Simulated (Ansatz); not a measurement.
# Al2Ru: further runs on the relaxed cell

The task here is to estimate one member of a computed series from the others.

Computed with Ansatz 0.2.0 (DFT PBEsol, scalar-relativistic, plane waves, PAW, unless a step's input says otherwise).

1 further run of the same task is left out (set aside as unsound or not needed).

## The system as given

It takes space group I4/mmm (No. 139, tetragonal). Conventional cell: a = 3.121 Å, b = 3.121 Å, c = 8.423 Å, α = 90.00°, β = 90.00°, γ = 90.00°. Al (site symmetry 4mm) has 5 Ru at 2.58 to 2.87 Å and 5 Al at 2.68 to 2.69 Å as nearest neighbours. Around Ru (site symmetry 4/mmm) lie 10 Al at 2.58 to 2.87 Å.

Structure file:

```xyz
3
Lattice="-1.5607 1.5607 4.2116 1.5607 -1.5607 4.2116 1.5607 1.5607 -4.2116" Properties=species:S:1:pos:R:3 pbc="T T T"
Al    0.0000    0.0000    5.5515
Al    0.0000    0.0000    2.8716
Ru    0.0000    0.0000    0.0000
```

It goes back to an entry of the Materials Project, which need not be the stable form.

This cell was relaxed beforehand with the same method: volume 13.68 Å³/atom, gap on the mesh none (metal).

Set-up of the first run:

The input, input.yaml:

```yaml
crystal:
  lattice:
    - [-1.5606788815, 1.5606788815, 4.2115520768]
    - [1.5606788815, -1.5606788815, 4.2115520768]
    - [1.5606788815, 1.5606788815, -4.2115520768]
  atoms:
    - { symbol: Al, position: [0.6590760825, 0.6590760825, 0.0] }
    - { symbol: Al, position: [0.3409239175, 0.3409239175, 0.0] }
    - { symbol: Ru, position: [0.0, 0.0, 0.0] }
basis:
  ecutwfc: 420
kpoints:
  mp_grid: { grid: [18, 18, 18] }
  band_path:
    path:
      - [[0.0, 0.0, 0.0], [0.0, 0.0, 0.5], [0.25, 0.25, 0.25], [0.0, 0.5, 0.0], [0.0, 0.0, 0.0], [0.5, 0.5, -0.5], [0.28433071, 0.71566929, -0.28433071]]
      - [[-0.28433071, 0.28433071, 0.28433071], [0.0, 0.0, 0.0]]
      - [[0.0, 0.0, 0.5], [-0.06866142, 0.06866142, 0.5]]
      - [[0.5, 0.5, -0.06866142], [0.5, 0.5, -0.5]]
    npoints: 14
hamiltonian:
  xc: pbesol
scf:
  occupations: { method: gaussian, width: 0.1 }
  n_extra_bands: 7
output:
  forces: true
  stress: true
  eigenvalues: true
  populations: true
  dos: { projected: true, de: 0.02, nscf_kmesh: { grid: [27, 27, 27] } }
  bader: true
  write_density: true
  write_potential: true
  elf: true
  volumetric_format: npy
```

The run is started by

```
> ansatz run input.yaml --threads 1 --pin off --max-ram 2560MiB --backend cpu --events-out ev --progress --plain --runs-dir out
```

Steps of the session up to this table: Bands, states and charges; Point at V/V0 = 0.97; The cell scaled to 1.03 of its volume; Volume × 0.94; Point at V/V0 = 1.06.

One of the session's tables, all rows but one given; the rest of the session is left out.

It belongs to the step «Fit of the equation of state». 

```
volume (Å³/atom)  energy above the lowest point (meV/atom)  pressure (GPa)
          12.857                                      30.6           12.64
          13.267                                         ?               ?
          13.678                                       0.0            0.00
          14.088                                       6.5           -4.94
          14.498                                      24.7           -9.12
```

Estimate the missing values for volume (Å³/atom) = 13.267.

Worked estimate for «energy above the lowest point (meV/atom)». A straight line through the neighbours (12.857, 30.6) and (13.678, 0.0) gives 30.6 + (0.0 − 30.6) × (13.267 − 12.857) / (13.678 − 12.857) = 15.3; a parabola fitted to 3 rows on both sides gives 8.0.

The run gave: energy above the lowest point (meV/atom): 7.2; pressure (GPa): 5.80. In «energy above the lowest point (meV/atom)» the line misses by +8.1 and the parabola by +0.8.
